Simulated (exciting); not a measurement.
Input of an exciting (release sodium) run:

Contents of input.xml:

```xml
<input>
  <title>Pb</title>
  <structure speciespath="./" tshift="false">
    <crystal scale="1">
      <basevect>0.000000000000 4.677109952971 4.677109952971</basevect>
      <basevect>4.677109952971 0.000000000000 4.677109952971</basevect>
      <basevect>4.677109952971 4.677109952971 0.000000000000</basevect>
    </crystal>
    <species speciesfile="Pb.xml" rmt="2.3">
      <atom coord="0.000000000000 0.000000000000 0.000000000000"/>
    </species>
  </structure>
  <groundstate do="fromscratch" ngridk="9 9 9" rgkmax="9" gmaxvr="14" lmaxapw="10" lmaxmat="10" lmaxvr="8" xctype="GGA_PBE_SOL" stype="Fermi Dirac" swidth="0.00183747" nempty="8" ValenceRelativity="iora*" epsengy="1e-05" epspot="1e-05" maxscl="60" tforce="true" outputlevel="normal"/>
</input>
```

Potentials or basis: all-electron LAPW+lo, shipped species files, valence relativity iora*.

Command:

```bash
$ OMP_NUM_THREADS=1 exciting_smp
```

(1) Estimate the band gap on the k mesh.

Answers

(1) none (metal or under the smearing width).
